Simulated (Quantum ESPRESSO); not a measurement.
# AlNi (Cmmm) in Quantum ESPRESSO: equation of state

Aim: energy against volume of AlNi in PBEsol, for its equilibrium volume and stiffness.

Program: Quantum ESPRESSO 7.5. These are calculated values, not measurements. Logs are shortened: lines on timing, memory, paths and dates and some standing lists are left out, and cuts for length are marked.

### Step 1. The structure

It takes space group Cmmm (No. 65, orthorhombic). Conventional cell: a = 3.877 Å, b = 3.906 Å, c = 3.099 Å, α = 90.00°, β = 90.00°, γ = 90.00°. Ni (site symmetry mmm) has 8 Al at 2.48 to 2.49 Å and 4 Ni at 2.75 Å as nearest neighbours. Al (site symmetry mmm) is surrounded by 8 Ni at 2.48 to 2.49 Å and 4 Al at 2.75 Å.

The cell comes from a database or a generator and needn't be the stable form of this composition.

### Step 2. Single point, PBEsol, collinear spin, ferromagnetic start, 11.03 Å³/atom

The input, pw.in:

```
&CONTROL
  calculation = 'scf'
  prefix = 'pwscf'
  outdir = './tmp'
  pseudo_dir = './pseudo'
  tprnfor = .true.
  tstress = .true.
  disk_io = 'nowf'
/
&SYSTEM
  ibrav = 0
  nat = 2
  ntyp = 2
  ecutwfc = 45
  ecutrho = 360
  nbnd = 20
  occupations = 'smearing'
  smearing = 'fd'
  degauss = 0.00367493
  nspin = 2
  starting_magnetization(1) = 0.0556
  starting_magnetization(2) = 0
/
&ELECTRONS
  conv_thr = 4d-10
  electron_maxstep = 120
  mixing_beta = 0.3
/
ATOMIC_SPECIES
Ni    58.6934 ni_pbesol_v1.4.uspp.F.UPF
Al    26.9815 al_pbesol_v1.uspp.F.UPF
CELL_PARAMETERS angstrom
   1.8991177115   -1.9133179386    0.0000000000
   1.8991177115    1.9133179386    0.0000000000
   0.0000000000    0.0000000000    3.0361586134
ATOMIC_POSITIONS crystal
Ni     0.5000000000    0.5000000000    0.5000000000
Al     0.0000000000    0.0000000000    0.0000000000
K_POINTS automatic
10 10 9 0 0 0
```

Potentials or basis: GBRV 1.5 PBEsol.

Started as:

```console
$ OMP_NUM_THREADS=1 mpirun -n 2 pw.x -nk 2 -in pw.in > pw.out
```

pw.out:

```text
This program is part of the open-source Quantum ESPRESSO suite
     for quantum simulation of materials; please cite
[... 13 lines left out ...]
     --------------------
     sticks:   dense  smooth     PW     G-vecs:    dense   smooth      PW
     Sum         749     373    121                17207     6065    1155

     Using Slab Decomposition

     bravais-lattice index     =            0
     lattice parameter (alat)  =       5.0944  a.u.
     unit-cell volume          =     148.8984 (a.u.)^3
     number of atoms/cell      =            2
     number of atomic types    =            2
     number of electrons       =        21.00
     number of Kohn-Sham states=           20
     kinetic-energy cutoff     =      45.0000  Ry
     charge density cutoff     =     360.0000  Ry
     scf convergence threshold =      4.0E-10
     mixing beta               =       0.3000
     number of iterations used =            8  plain     mixing
     Exchange-correlation= SLA  PW   PSX  PSC
                           (   1   4  10   8   0   0   0)

     celldm(1)=   5.094357  celldm(2)=   0.000000  celldm(3)=   0.000000
     celldm(4)=   0.000000  celldm(5)=   0.000000  celldm(6)=   0.000000

     crystal axes: (cart. coord. in units of alat)
               a(1) = (   0.704468  -0.709736   0.000000 )
               a(2) = (   0.704468   0.709736   0.000000 )
               a(3) = (   0.000000   0.000000   1.126248 )

     reciprocal axes: (cart. coord. in units 2 pi/alat)
               b(1) = (  0.709755 -0.704488  0.000000 )
               b(2) = (  0.709755  0.704488 -0.000000 )
               b(3) = ( -0.000000  0.000000  0.887904 )

     PseudoPot. # 1 for Ni read from file:
     ni_pbesol_v1.4.uspp.F.UPF
     Pseudo is Ultrasoft + core correction, Zval = 18.0
     Generated by new atomic code, or converted to UPF format
     Using radial grid of  865 points,  6 beta functions with:
                l(1) =   0
                l(2) =   0
                l(3) =   1
                l(4) =   1
                l(5) =   2
                l(6) =   2
     Q(r) pseudized with 10 coefficients,  rinner =    0.980   0.980   0.980
                                                       0.980   0.980

     PseudoPot. # 2 for Al read from file:
     al_pbesol_v1.uspp.F.UPF
     Pseudo is Ultrasoft + core correction, Zval =  3.0
     Generated by new atomic code, or converted to UPF format
     Using radial grid of  893 points,  3 beta functions with:
                l(1) =   0
                l(2) =   1
                l(3) =   2
     Q(r) pseudized with  8 coefficients,  rinner =    0.900   0.900   0.900
                                                       0.900   0.900

     atomic species   valence    mass     pseudopotential
     Ni               18.00    58.69340     Ni( 1.00)
     Al                3.00    26.98150     Al( 1.00)

     Starting magnetic structure
     atomic species   magnetization
     Ni              0.056
     Al              0.000

      8 Sym. Ops., with inversion, found

   Cartesian axes

     site n.     atom                  positions (alat units)
         1        Ni     tau(   1) = (   0.7044681   0.0000000   0.5631239  )
         2        Al     tau(   2) = (   0.0000000   0.0000000   0.0000000  )

     number of k points=   155  Fermi-Dirac smearing, width (Ry)=  0.0037

     Number of k-points >= 100: set verbosity='high' to print them.

     Dense  grid:    17207 G-vectors     FFT dimensions: (  32,  32,  36)

     Smooth grid:     6065 G-vectors     FFT dimensions: (  24,  24,  25)

     Check: negative core charge=   -0.000003
     Generating pointlists ...
     new r_m :   0.3720 (alat units)  1.8952 (a.u.) for type    1
     new r_m :   0.3720 (alat units)  1.8952 (a.u.) for type    2

     Initial potential from superposition of free atoms

     starting charge      18.9976, renormalised to      21.0000
     Starting wfcs are   17 randomized atomic wfcs +    3 random wfcs

     Self-consistent Calculation

     iteration #  1     ecut=    45.00 Ry     beta= 0.30
     Davidson diagonalization with overlap
     ethr =  1.00E-02,  avg # of iterations =  6.5

     total energy              =    -334.77086476 Ry
     estimated scf accuracy    <      53.31891906 Ry

     total magnetization       =     0.05 Bohr mag/cell
     absolute magnetization    =     0.08 Bohr mag/cell

     iteration #  2     ecut=    45.00 Ry     beta= 0.30
     Davidson diagonalization with overlap
     ethr =  1.00E-02,  avg # of iterations =  3.0

     total energy              =    -349.32438592 Ry
     estimated scf accuracy    <      11.97120162 Ry

     total magnetization       =     0.03 Bohr mag/cell
     absolute magnetization    =     0.04 Bohr mag/cell

     iteration #  3     ecut=    45.00 Ry     beta= 0.30
     Davidson diagonalization with overlap
     ethr =  1.00E-02,  avg # of iterations =  2.0

     total energy              =    -349.90964179 Ry
     estimated scf accuracy    <       1.60885442 Ry

     total magnetization       =     0.03 Bohr mag/cell
     absolute magnetization    =     0.10 Bohr mag/cell

     iteration #  4     ecut=    45.00 Ry     beta= 0.30
     Davidson diagonalization with overlap
     ethr =  7.66E-03,  avg # of iterations =  1.0

     total energy              =    -350.01767755 Ry
     estimated scf accuracy    <       0.48202304 Ry

     total magnetization       =     0.06 Bohr mag/cell
     absolute magnetization    =     0.13 Bohr mag/cell

     iteration #  5     ecut=    45.00 Ry     beta= 0.30
     Davidson diagonalization with overlap
     ethr =  2.30E-03,  avg # of iterations =  2.0

     total energy              =    -349.57792281 Ry
     estimated scf accuracy    <       1.86448300 Ry
[... 108 lines left out ...]
     total energy              =    -349.84134708 Ry
     estimated scf accuracy    <       0.00000001 Ry

     total magnetization       =    -0.00 Bohr mag/cell
     absolute magnetization    =     0.00 Bohr mag/cell

     iteration # 17     ecut=    45.00 Ry     beta= 0.30
     Davidson diagonalization with overlap
     ethr =  4.85E-11,  avg # of iterations =  1.0

     total energy              =    -349.84134708 Ry
     estimated scf accuracy    <          4.5E-10 Ry

     total magnetization       =     0.00 Bohr mag/cell
     absolute magnetization    =     0.00 Bohr mag/cell

     iteration # 18     ecut=    45.00 Ry     beta= 0.30
     Davidson diagonalization with overlap
     ethr =  2.14E-12,  avg # of iterations =  2.0

     total energy              =    -349.84134708 Ry
     estimated scf accuracy    <          7.0E-10 Ry

     total magnetization       =    -0.00 Bohr mag/cell
     absolute magnetization    =     0.00 Bohr mag/cell

     iteration # 19     ecut=    45.00 Ry     beta= 0.30
     Davidson diagonalization with overlap
     ethr =  2.14E-12,  avg # of iterations =  2.0

     Magnetic moment per site  (integrated on atomic sphere of radius R)
     atom   1 (R=0.372)  charge= 16.7535  magn=  0.0000
     atom   2 (R=0.372)  charge=  1.2252  magn=  0.0000

     End of self-consistent calculation

     Number of k-points >= 100: set verbosity='high' to print the bands.

     the Fermi energy is    15.1032 ev

!    total energy              =    -349.84134708 Ry
     estimated scf accuracy    <          1.9E-12 Ry
     smearing contrib. (-TS)   =      -0.00053439 Ry
     internal energy E=F+TS    =    -349.84081269 Ry

     The total energy is F=E-TS. E is the sum of the following terms:
     one-electron contribution =    -255.85064081 Ry
     hartree contribution      =     139.73837037 Ry
     xc contribution           =     -39.72119713 Ry
     ewald contribution        =    -194.00734512 Ry

     total magnetization       =     0.00 Bohr mag/cell
     absolute magnetization    =     0.00 Bohr mag/cell

     convergence has been achieved in  19 iterations

     Forces acting on atoms (cartesian axes, Ry/au):

     atom    1 type  1   force =     0.00000000    0.00000000    0.00000000
     atom    2 type  2   force =     0.00000000    0.00000000    0.00000000

     Total force =     0.000000     Total SCF correction =     0.000000

     Computing stress (Cartesian axis) and pressure

          total   stress  (Ry/bohr**3)                   (kbar)     P=      127.95
   0.00112172   0.00000000   0.00000000          165.01        0.00        0.00
  -0.00000000   0.00098675   0.00000000           -0.00      145.16        0.00
   0.00000000   0.00000000   0.00050097            0.00        0.00       73.70

=------------------------------------------------------------------------------=
   JOB DONE.
=------------------------------------------------------------------------------=
```

Wall time 49 s (2 MPI ranks of Arm Neoverse V2, shared host); peak memory 0.22 GiB.

What came out:

| Property | Result |
| --- | --- |
| Free energy | -4759.8340 eV |
| Pressure | 12.8 GPa |
| Band gap on the k mesh | none (metal or under the smearing width) |
| Net moment | 0.00 μB per cell |
| Absolute moment | 0.00 μB per cell |
| Valence electrons inside the program's atomic spheres | Ni 16.75; Al 1.23 |

### Step 3. Single point, PBEsol, collinear spin, ferromagnetic start, 11.27 Å³/atom

pw.in: that of step 2 with these lines changed.

```diff
@@ -32,5 +32,5 @@
 CELL_PARAMETERS angstrom
-   1.8991177115   -1.9133179386    0.0000000000
-   1.8991177115    1.9133179386    0.0000000000
-   0.0000000000    0.0000000000    3.0361586134
+   1.9124922205   -1.9267924526    0.0000000000
+   1.9124922205    1.9267924526    0.0000000000
+   0.0000000000    0.0000000000    3.0575407166
 ATOMIC_POSITIONS crystal
```

Potentials or basis: GBRV 1.5 PBEsol.

Started as:

```console
$ OMP_NUM_THREADS=1 mpirun -n 2 pw.x -nk 2 -in pw.in > pw.out
```

Wall time 49 s (2 MPI ranks of Arm Neoverse V2, shared host); peak memory 0.22 GiB.

The run converged. Its results:

- Free energy: -4759.8652 eV
- Pressure: 8.2 GPa
- Band gap on the k mesh: none (metal or under the smearing width)
- Net moment: 0.00 μB per cell
- Absolute moment: 0.00 μB per cell
- Valence electrons inside the program's atomic spheres: Ni 16.77; Al 1.23

### Step 4. Single point, PBEsol, collinear spin, ferromagnetic start, 11.50 Å³/atom

pw.in: that of step 3 with these lines changed.

```diff
@@ -32,5 +32,5 @@
 CELL_PARAMETERS angstrom
-   1.9124922205   -1.9267924526    0.0000000000
-   1.9124922205    1.9267924526    0.0000000000
-   0.0000000000    0.0000000000    3.0575407166
+   1.9256822388   -1.9400810963    0.0000000000
+   1.9256822388    1.9400810963    0.0000000000
+   0.0000000000    0.0000000000    3.0786278706
 ATOMIC_POSITIONS crystal
```

Started as:

```console
$ OMP_NUM_THREADS=1 mpirun -n 2 pw.x -nk 2 -in pw.in > pw.out
```

It took 49 s on 2 MPI ranks of Arm Neoverse V2, shared host; peak memory 0.24 GiB.

Results (log left out):

* Free energy: -4759.8837 eV
* Pressure: 4.1 GPa
* Band gap on the k mesh: none (metal or under the smearing width)
* Net moment: 0.00 μB per cell
* Absolute moment: 0.00 μB per cell
* Valence electrons inside the program's atomic spheres: Ni 16.79; Al 1.24

### Step 5. Single point, PBEsol, collinear spin, ferromagnetic start, 11.74 Å³/atom

pw.in: that of step 4 with these lines changed.

```diff
@@ -32,5 +32,5 @@
 CELL_PARAMETERS angstrom
-   1.9256822388   -1.9400810963    0.0000000000
-   1.9256822388    1.9400810963    0.0000000000
-   0.0000000000    0.0000000000    3.0786278706
+   1.9386940000   -1.9531901500    0.0000000000
+   1.9386940000    1.9531901500    0.0000000000
+   0.0000000000    0.0000000000    3.0994300413
 ATOMIC_POSITIONS crystal
```

Potentials or basis: GBRV 1.5 PBEsol.

Started as:

```console
$ OMP_NUM_THREADS=1 mpirun -n 2 pw.x -nk 2 -in pw.in > pw.out
```

pw.out:

```text
This program is part of the open-source Quantum ESPRESSO suite
     for quantum simulation of materials; please cite
         "P. Giannozzi et al., J. Phys.:Condens. Matter 21 395502 (2009);
         "P. Giannozzi et al., J. Phys.:Condens. Matter 29 465901 (2017);
         "P. Giannozzi et al., J. Chem. Phys. 152 154105 (2020);
     in publications or presentations arising from this work. More details at

     Message from routine setup:
     using ibrav=0 with symmetry is DISCOURAGED, use correct ibrav instead

     K-points division:     npool     =       2
     Subspace diagonalization in iterative solution of the eigenvalue problem:
     a serial algorithm will be used

     G-vector sticks info
     --------------------
     sticks:   dense  smooth     PW     G-vecs:    dense   smooth      PW
     Sum         777     385    129                18295     6433    1215

     Using Slab Decomposition

     bravais-lattice index     =            0
[... 273 lines left out ...]
     Magnetic moment per site  (integrated on atomic sphere of radius R)
     atom   1 (R=0.372)  charge= 16.8070  magn=  0.0000
     atom   2 (R=0.372)  charge=  1.2430  magn=  0.0000

     End of self-consistent calculation

     Number of k-points >= 100: set verbosity='high' to print the bands.

     the Fermi energy is    13.9997 ev

!    total energy              =    -349.84551824 Ry
     estimated scf accuracy    <          2.8E-11 Ry
     smearing contrib. (-TS)   =      -0.00054656 Ry
     internal energy E=F+TS    =    -349.84497168 Ry

     The total energy is F=E-TS. E is the sum of the following terms:
     one-electron contribution =    -262.44818610 Ry
     hartree contribution      =     142.28526458 Ry
     xc contribution           =     -39.63514989 Ry
     ewald contribution        =    -190.04690027 Ry

     total magnetization       =     0.00 Bohr mag/cell
     absolute magnetization    =     0.00 Bohr mag/cell

     convergence has been achieved in  19 iterations

     Forces acting on atoms (cartesian axes, Ry/au):

     atom    1 type  1   force =     0.00000000    0.00000000    0.00000000
     atom    2 type  2   force =     0.00000000    0.00000000    0.00000000

     Total force =     0.000000     Total SCF correction =     0.000000

     Computing stress (Cartesian axis) and pressure

          total   stress  (Ry/bohr**3)                   (kbar)     P=        4.79
   0.00024565   0.00000000   0.00000000           36.14        0.00        0.00
  -0.00000000   0.00013134   0.00000000           -0.00       19.32        0.00
   0.00000000   0.00000000  -0.00027925            0.00        0.00      -41.08

=------------------------------------------------------------------------------=
   JOB DONE.
=------------------------------------------------------------------------------=
```

Run time: 50 s. Hardware: 2 MPI ranks of Arm Neoverse V2, shared host; peak memory 0.24 GiB.

What came out:

* Free energy: -4759.8908 eV
* Pressure: 0.5 GPa
* Band gap on the k mesh: none (metal or under the smearing width)
* Net moment: 0.00 μB per cell
* Absolute moment: 0.00 μB per cell
* Valence electrons inside the program's atomic spheres: Ni 16.81; Al 1.24

### Step 6. Single point, PBEsol, collinear spin, ferromagnetic start, 11.97 Å³/atom

pw.in: that of step 5 with these lines changed.

```diff
@@ -32,5 +32,5 @@
 CELL_PARAMETERS angstrom
-   1.9386940000   -1.9531901500    0.0000000000
-   1.9386940000    1.9531901500    0.0000000000
-   0.0000000000    0.0000000000    3.0994300413
+   1.9515334073   -1.9661255611    0.0000000000
+   1.9515334073    1.9661255611    0.0000000000
+   0.0000000000    0.0000000000    3.1199566663
 ATOMIC_POSITIONS crystal
```

Potentials or basis: GBRV 1.5 PBEsol.

Started as:

```console
$ OMP_NUM_THREADS=1 mpirun -n 2 pw.x -nk 2 -in pw.in > pw.out
```

Wall time 50 s (2 MPI ranks of Arm Neoverse V2, shared host); peak memory 0.24 GiB.

The run converged. Its results:

- Free energy: -4759.8876 eV
- Pressure: -2.8 GPa
- Band gap on the k mesh: none (metal or under the smearing width)
- Net moment: 0.00 μB per cell
- Absolute moment: 0.00 μB per cell
- Valence electrons inside the program's atomic spheres: Ni 16.82; Al 1.25

### Step 7. Single point, PBEsol, collinear spin, ferromagnetic start, 12.21 Å³/atom

pw.in: that of step 6 with these lines changed.

```diff
@@ -32,5 +32,5 @@
 CELL_PARAMETERS angstrom
-   1.9515334073   -1.9661255611    0.0000000000
-   1.9515334073    1.9661255611    0.0000000000
-   0.0000000000    0.0000000000    3.1199566663
+   1.9642060572   -1.9788929679    0.0000000000
+   1.9642060572    1.9788929679    0.0000000000
+   0.0000000000    0.0000000000    3.1402166928
 ATOMIC_POSITIONS crystal
```

Started as:

```console
$ OMP_NUM_THREADS=1 mpirun -n 2 pw.x -nk 2 -in pw.in > pw.out
```

Run time: 47 s. Hardware: 2 MPI ranks of Arm Neoverse V2, shared host; peak memory 0.24 GiB.

The run converged. Its results:

- Free energy: -4759.8753 eV
- Pressure: -5.8 GPa
- Band gap on the k mesh: none (metal or under the smearing width)
- Net moment: 0.00 μB per cell
- Absolute moment: 0.00 μB per cell
- Valence electrons inside the program's atomic spheres: Ni 16.84; Al 1.26

### Step 8. Single point, PBEsol, collinear spin, ferromagnetic start, 12.44 Å³/atom

pw.in: that of step 7 with these lines changed.

```diff
@@ -32,5 +32,5 @@
 CELL_PARAMETERS angstrom
-   1.9642060572   -1.9788929679    0.0000000000
-   1.9642060572    1.9788929679    0.0000000000
-   0.0000000000    0.0000000000    3.1402166928
+   1.9767172612   -1.9914977216    0.0000000000
+   1.9767172612    1.9914977216    0.0000000000
+   0.0000000000    0.0000000000    3.1602186123
 ATOMIC_POSITIONS crystal
```

Started as:

```console
$ OMP_NUM_THREADS=1 mpirun -n 2 pw.x -nk 2 -in pw.in > pw.out
```

It took 55 s on 2 MPI ranks of Arm Neoverse V2, shared host; peak memory 0.24 GiB.

It converged, with:

| Item | Value |
| --- | --- |
| Free energy | -4759.8547 eV |
| Pressure | -8.4 GPa |
| Band gap on the k mesh | none (metal or under the smearing width) |
| Net moment | 0.00 μB per cell |
| Absolute moment | 0.00 μB per cell |
| Valence electrons inside the program's atomic spheres | Ni 16.86; Al 1.26 |

### Step 9. Equation of state, PBEsol, collinear spin, ferromagnetic start

Potentials or basis: GBRV 1.5 PBEsol.

No new run: the results of the series are fitted here.

Results:

```
Equilibrium volume                        : 11.78 Å³/atom
Bulk modulus at fixed shape and positions : 172 GPa
Pressure derivative of the bulk modulus   : 4.3
```

Energy against volume, from the lowest point:
```tsv
volume (Å³/atom)	energy (meV/atom)
11.032	28.38
11.267	12.80
11.502	3.55
11.736	0.00
11.971	1.56
12.206	7.73
12.441	18.03
```

Caveat: the cell was scaled at fixed shape and fractional positions, which overstates the stiffness of a crystal with free parameters, most of all of layers and chains.
